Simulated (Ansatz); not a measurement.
# V (P6_3/mmc) in Ansatz: equation of state

Aim: energy against volume of V in PBEsol, for its equilibrium volume and stiffness.

Everything below comes from runs of Ansatz 0.2.0. Logs are shortened: lines on timing, memory, paths and dates and some standing lists are left out, and cuts for length are marked.

## Step 1: The crystal as given

It takes space group P6_3/mmc (No. 194, hexagonal). Conventional cell: a = 2.604 Å, b = 2.604 Å, c = 4.723 Å, α = 90.00°, β = 90.00°, γ = 120.00°. V (site symmetry -6m2) has 12 V at 2.60 to 2.80 Å as nearest neighbours.

This isn't the form of V at room conditions, which is bcc.

## Step 2: Single point, PBEsol, collinear spin, ferromagnetic start, 13.04 Å³/atom (volume scaled by 0.94)

File input.yaml:

```yaml
crystal:
  lattice:
    - [2.551130326, 0.0, 0.0]
    - [-1.275565163, 2.2093436706, 0.0]
    - [0.0, 0.0, 4.6269143324]
  atoms:
    - { symbol: V, position: [0.3333333333, 0.6666666667, 0.25], spin: 2.0 }
    - { symbol: V, position: [0.6666666667, 0.3333333333, 0.75], spin: 2.0 }
hamiltonian:
  xc: pbesol
  pseudopotentials: { kind: paw }
magnetization:
  spin_polarized: true
kpoints:
  mp_grid: { grid: [12, 12, 6] }
scf:
  occupations: { method: fermi_dirac, width: 0.05 }
output:
  forces: true
  stress: true
  eigenvalues: true
```

Potentials or basis: Ansatz PAW.

Started as:

```bash
ansatz run input.yaml --threads 2 --pin off --max-ram 5632MiB --backend cpu --events-out ev --progress --plain --runs-dir out
```

The log of the run:

```text
Warning: RAYON_NUM_THREADS=2 ignored (pool sized by the plan → 2); use --threads N
Engine: ansatz 0.2.0, aarch64-unknown-linux-gnu
Pseudopotentials: kind: paw
Pseudopotential: V, paw, valence charge 13, recommended cutoff 420 eV (normal), V.paw.azcp
Functional definition: PBEsol
  exchange = pbesol_x
  correlation = pbesol_c
Crystal: 2 atoms, lattice volume = 26.079 Å³
Basis set: ecut = 420 eV, 513 PW (Γ), exchange–correlation on 36×36×64 points (8 copies of the dense FFT grid, shifted against one another)
Bands: 19, of which v1, the nominal top of the filled ones, is band 13 counted from 1 (12 counted from 0)
Symmetry: 24 space group operations
Space group: P63/mmc (ITA 194), of the structure as read, at distance tolerance 3.0e-5 Å
Magnetic group: BNS 194.263 (UNI 1493), of the structure as read, at distance tolerance 3.0e-5 Å
k-points: 76 of 864
Non-local potential: V, projectors of the file, l = 0: 3, l = 1: 2, l = 2: 3, l = 3: 1
PAW form: soft (Blöchl's): semilocal exchange-correlation on the pseudo side does not see the compensation charge
PAW frozen core: V, regenerated for the run's functional, and the local potential with it (the file was generated under x = pbe(κ = 0.804, μ = 0.2195149727645171), c = pbe(β = 0.06672455060314922))
PAW one-centre angular grid: V, 590 points (default); XC on 64 Gauss nodes
Initial density: superposition of atomic densities (chi_scale 0.1, normalization cell)
Starting moments: Σ|m| = 4 μB on 2 of 2 sites
Initial wavefunctions: pseudopotential atomic-orbital guess
Functional: x = pbesol(κ = 0.804, μ = 0.12345679012345678), c = pbesol(β = 0.046)
SCF iter   1: F=—  HF=-5771.458896 eV  |F-HF|=—  |Δ(HF+E_count)|=         —  Δρ=1.64e-1 (↑1.64e-1 ↓8.42e-2)  dr2=2.21e0  dr2_m=3.47e0  M=0.909 μB ∫|m|=0.910 μB  β_m=0.30  ethr=3.10e-3  ⟨swp⟩=3.7  Hψ=10596  notcnv=0
Mixer restart at iter 1: flushing history
preconditioner: auto → none  [metal: Δε(μ)=0.004 eV  Ē_g=5.118 eV  σ=0.050 eV  W_gap=0.02  n_scr=4 (ndim 8)  ℏωp=23.0 eV  f_vac=0.000  D(μ)=2.86/eV (n_scr^D=36)  sad-step TF]
SCF iter   2: F=—  HF=-5770.027466 eV  |F-HF|=—  |Δ(HF+E_count)|=    1.43e0  Δρ=1.10e-1 (↑1.10e-1 ↓6.94e-2)  dr2=6.80e-1  dr2_m=1.84e0  M=0.799 μB ∫|m|=0.800 μB  β_m=0.62  ethr=3.10e-3  ⟨swp⟩=2.8  Hψ=5972  notcnv=0  defer=76
SCF iter   3: F=—  HF=-5770.059787 eV  |F-HF|=—  |Δ(HF+E_count)|=   3.23e-2  Δρ=3.13e-2 (↑3.13e-2 ↓1.52e-2)  dr2=8.44e-2  dr2_m=1.21e-1  M=0.244 μB ∫|m|=0.244 μB  β_m=0.63  ethr=2.62e-3  ⟨swp⟩=2.0  Hψ=4015  notcnv=0  defer=76
SCF iter   4: F=—  HF=-5770.058152 eV  |F-HF|=—  |Δ(HF+E_count)|=   1.64e-3  Δρ=4.12e-3 (↑2.04e-3 ↓4.12e-3)  dr2=3.11e-3  dr2_m=1.57e-3  M=0.048 μB ∫|m|=0.048 μB  β_m=0.82  ethr=3.25e-4  ⟨swp⟩=2.7  Hψ=6035  notcnv=0  defer=56
SCF iter   5: F=—  HF=-5770.053615 eV  |F-HF|=—  |Δ(HF+E_count)|=   4.54e-3  Δρ=3.06e-3 (↑9.71e-4 ↓3.06e-3)  dr2=1.44e-3  dr2_m=8.09e-4  M=-0.007 μB ∫|m|=0.008 μB  β_m=0.71  ethr=1.20e-5  ⟨swp⟩=2.0  Hψ=5530  notcnv=0  defer=52
SCF iter   6: F=—  HF=-5770.054139 eV  |F-HF|=—  |Δ(HF+E_count)|=   5.24e-4  Δρ=8.74e-4 (↑2.51e-4 ↓8.74e-4)  dr2=1.51e-4  dr2_m=5.48e-5  M=0.000 μB ∫|m|=0.002 μB  β_m=0.86  ethr=5.55e-6  ⟨swp⟩=2.2  Hψ=4200  notcnv=0  defer=52
SCF iter   7: F=—  HF=-5770.054200 eV  |F-HF|=—  |Δ(HF+E_count)|=   6.12e-5  Δρ=1.26e-4 (↑5.54e-5 ↓1.26e-4)  dr2=5.10e-6  dr2_m=7.52e-7  M=0.001 μB ∫|m|=0.001 μB  β_m=0.93  ethr=5.81e-7  ⟨swp⟩=2.9  Hψ=4689  notcnv=0  defer=52
SCF iter   8: F=—  HF=-5770.054202 eV  |F-HF|=—  |Δ(HF+E_count)|=   1.18e-6  Δρ=8.22e-6 (↑8.22e-6 ↓7.02e-6)  dr2=3.32e-8  dr2_m=4.43e-9  M=0.000 μB ∫|m|=0.000 μB  β_m=0.90  ethr=1.96e-8  ⟨swp⟩=2.7  Hψ=4704  notcnv=0  defer=50
SCF iter   9: F=—  HF=-5770.054202 eV  |F-HF|=—  |Δ(HF+E_count)|=   1.83e-8  Δρ=1.04e-6 (↑1.04e-6 ↓1.03e-6)  dr2=4.57e-10  dr2_m=1.13e-10  M=-0.000 μB ∫|m|=0.000 μB  β_m=0.89  ethr=1.28e-10  ⟨swp⟩=2.9  Hψ=4936  notcnv=0  defer=50
SCF iter  10: F=-5770.054202 eV  HF=-5770.054202 eV  |F-HF|=2.00e-11  |Δ(HF+E_count)|=  3.09e-10  Δρ=2.73e-7 (↑2.73e-7 ↓2.40e-7)  dr2=8.40e-12  dr2_m=1.33e-11  M=-0.000 μB ∫|m|=0.000 μB  ethr=1.76e-12  ⟨swp⟩=2.2  Hψ=9419  notcnv=0
SCF 1 converged in 10 iterations: F = -5770.054202 eV  dr2 = 8.40e-12
the search or the solves at the SCF's close seem to have found levels that the self-consistency loop had missed (the run counts 2). By its estimate they hold under 1e-12 electrons; where the run keeps them, the occupations were computed again with them
WARN: the starting moments were not kept: the SCF closed with an absolute magnetisation of 8.6e-6 μB, where they sum to 4 μB in size (2 sites). That is at most 0.1 of that sum. Measured as dr2_m measures the in/out step, that magnetisation stands 1.3e-11 eV from none, at or under the dr2_threshold of 1.0e-7 eV: it is no larger than a step whose dr2_m would equal this threshold. The system may hold no moment; this SCF shows only that its start led to no more than that. To try another start: raise the starting moments (crystal.atoms[].spin, magnetization.per_species, magnetization.initial_magnetization, or on a non-collinear deck that types none of these the spinor_matrix: blocks that start its atoms; where the total moment is fixed, keep their sum and leave initial_magnetization as it is; typed ones take the place of any that the run laid by itself, positive ones on a crystal's lanthanoids without a Hubbard term where scf.initial_density.shell_occupations: [] is typed) or, if the notice of its spin-set hold's release reads "site moments contracting" or "site moments show no strong build", lengthen the hold (scf.mixing.spin_hold: { on: { confirm: 4 } }; for m-r²SCAN on two components see the key's manual first). Each may lead to a state that holds a moment. A second SCF, from the converged charge density, with the starting moments and any scf.initial_density.shell_occupations laid on it anew, would have followed, and was not run: the deck does not ask for one (magnetization.retry_lost_moments is false, the default). To let it run, set magnetization.retry_lost_moments: true and run the deck again, where that key's refused combinations let it; where memory then withholds it, that run's warning says so.
SCF converged after 10 iterations
Magnetization: -0.0000 μB (13.0000 up, 13.0000 down)
Absolute magnetization: 0.0000 μB (∫|ρ↑−ρ↓|)
Spin contamination: 0.0000 ħ² per cell (⟨S²⟩ above its minimum at these occupations)
Per-site moments (μB) at R_I (Å): [(-3.03310714707027e-6, 1.0523412594557389), (-3.0331071468999023e-6, 1.0523412594557389)]
Free energy (F): -5770.054202 eV
Harris-Foulkes:  -5770.054202 eV  (|F-HF|=2.00e-11)
Internal energy: -5770.031824 eV  (E = F + TS)
E sigma→0 (E₀):  -5770.043013 eV
Entropy (-TS):   -0.022378 eV (-11.189 meV/atom)
Fermi energy:    17.391621 eV
--- Per-component energies (eV) ---
  E_band       = -271.261546
  E_kinetic    = 675.210044
  E_local      = -1755.926838  (includes V_loc(G=0)·N_el)
  E_nonlocal   = -86.726078
  E_hartree    = 811.364061
  E_xc         = -259.607883
  E_vxc        = -330.600745  (∫ρ·V_xc dr)
  E_paw        = -2173.577379  (= ΣΔE_a)
  E_vpaw       = -395.946690  (= ΣTr[D̂ρ^β])
  E_aug_tail   = 0.000528  (compensation charges beyond the density's cutoff)
  E_ewald      = -2981.067636
  E_core_change = 0.299358  (= ΣΔE_core)
  E_smearing   = -0.022378  (= −TS)
  E_closure    = -0.000000  (closes the sum)
  Σ components = -5770.054202   (vs F -5770.054202, Δ=0.00e0)
--- Forces (eV/Å), atoms counted from 1 ---
  atom   1  V     -0.00000000    -0.00000000     0.00000000
  atom   2  V     -0.00000000     0.00000000     0.00000000
  max |Σ_I F_I| component: 2.78e-17 eV/Å
--- Stress (GPa, compression-positive) ---
        4.051154       0.000000       0.000000
       -0.000000       4.051154       0.000000
        0.000000       0.000000       3.776493
  P = ⅓ Tr σ = 3.9596 GPa (39.596 kbar)
--- Band table (eV; the first three rows and the last of 152) ---
  k-point 0 ↑: bands = ["-46.3210", "-46.1802", "-20.5970", "-19.8053", "-19.6471", "-19.6471", "-19.5773", "-19.5773", "10.3721", "13.7882", "16.7426", "17.2541", "17.7243", "17.7243", "18.0703", "18.0703", "19.3576", "19.3576", "20.5099"]
  k-point 1 ↑: bands = ["-46.3117", "-46.1897", "-20.5458", "-19.8603", "-19.6424", "-19.6424", "-19.5820", "-19.5820", "10.6075", "13.6616", "16.6597", "16.8953", "17.7083", "17.7083", "18.0149", "18.0149", "19.4798", "19.4798", "20.4734"]
  k-point 2 ↑: bands = ["-46.2861", "-46.2157", "-20.4045", "-20.0089", "-19.6297", "-19.6297", "-19.5948", "-19.5948", "11.2718", "13.1435", "16.3833", "16.4589", "17.7037", "17.7037", "17.8872", "17.8872", "19.7718", "19.7718", "20.3421"]
  k-point 75 ↓: bands = ["-46.0147", "-46.0147", "-20.4320", "-20.4320", "-20.3382", "-20.3382", "-19.9171", "-19.9171", "15.6498", "15.6498", "15.6607", "15.6607", "16.8073", "16.8073", "18.4038", "18.4038", "20.5439", "20.5439", "26.0193"]
```

Run time: 2.9 s. Hardware: 2 threads of Arm Neoverse V2, shared host; peak memory 0.36 GiB.

What came out:

```yaml
Free_energy: -5770.0542 eV
Pressure: 4.0 GPa
Band_gap_on_the_k_mesh: none (metal or under the smearing width)
Net_moment: 0.00 μB per cell
Absolute_moment: 0.00 μB per cell
```

Caveat: the PAW data sets come from PBE, with cores solved anew for the run's functional, which leaves a small shift of forces and pressure; the starting moments weren't kept.

## Step 3: Single point, PBEsol, collinear spin, ferromagnetic start, 13.32 Å³/atom (volume scaled by 0.96)

input.yaml: that of step 2 with these lines changed.

```diff
@@ -2,5 +2,5 @@
   lattice:
-    - [2.551130326, 0.0, 0.0]
-    - [-1.275565163, 2.2093436706, 0.0]
-    - [0.0, 0.0, 4.6269143324]
+    - [2.5690966245, 0.0, 0.0]
+    - [-1.2845483122, 2.2249029415, 0.0]
+    - [0.0, 0.0, 4.6594993097]
   atoms:
```

Potentials or basis: Ansatz PAW.

Started as:

```bash
ansatz run input.yaml --threads 2 --pin off --max-ram 5632MiB --backend cpu --events-out ev --progress --plain --runs-dir out
```

Run time: 2.9 s. Hardware: 2 threads of Arm Neoverse V2, shared host; peak memory 0.36 GiB.

Results (log left out):

```yaml
Free_energy: -5770.0607 eV
Pressure: -0.2 GPa
Band_gap_on_the_k_mesh: none (metal or under the smearing width)
Net_moment: 0.00 μB per cell
Absolute_moment: 0.00 μB per cell
```

Caveat: the PAW data sets come from PBE, with cores solved anew for the run's functional, which leaves a small shift of forces and pressure; the starting moments weren't kept.

(Continued in part 2 of 2.)
